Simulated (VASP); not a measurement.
Write the native input for VASP 6.6.1 that does the following.

```
Task                   : single point
Functional             : LDA
Potentials or basis    : VASP PAW LDA potentials, release 64 (Ca_sv, F)
Cutoff                 : 520 eV
k mesh                 : 7 × 7 × 7
Occupations            : gaussian, width 0.05 eV
Spin                   : no spin polarisation
Dipole correction      : no
Further INCAR settings : ALGO = Normal; EDIFF = 1e-06; NBANDS = 19
```

The structure of CaF2 (Fluorite) lies in POSCAR:

```
CaF2
1.0
    0.0000000000      2.7310000000      2.7310000000
    2.7310000000      0.0000000000      2.7310000000
    2.7310000000      2.7310000000      0.0000000000
Ca F
1 2
Direct
    0.0000000000      0.0000000000      0.0000000000
    0.7500000000      0.7500000000      0.7500000000
    0.2500000000      0.2500000000      0.2500000000
```

The input as run:

INCAR

```
SYSTEM = CaF2
  PREC = Accurate
  ENCUT = 520
  EDIFF = 1E-6
  ISMEAR = 0
  SIGMA = 0.05
  LREAL = .FALSE.
  LASPH = .TRUE.
  NELM = 100
  ALGO = Normal
  ISIF = 2
  LWAVE = .FALSE.
  LCHARG = .FALSE.
  NBANDS = 19
```

KPOINTS

```
regular mesh
0
G
  7 7 7
  0 0 0
```

Potentials or basis: VASP PAW LDA potentials, release 64 (Ca_sv, F).

Command:

```sh
$ cat potpaw_LDA.64/Ca_sv/POTCAR potpaw_LDA.64/F/POTCAR > POTCAR
$ mpirun -np 1 vasp_std > vasp.out
```

Results of the run:

```
Pressure               : -6.0 GPa
Band gap on the k mesh : 6.93 eV, indirect (least direct gap 7.16 eV)
```

Caveat: an odd mesh through Γ misses points on the zone boundary, where band edges often lie.

Wall time 10 s on 1 thread of Intel(R) Xeon(R) Platinum 8488C (Sapphire Rapids), with other jobs on the host, peak memory 0.15 GiB.
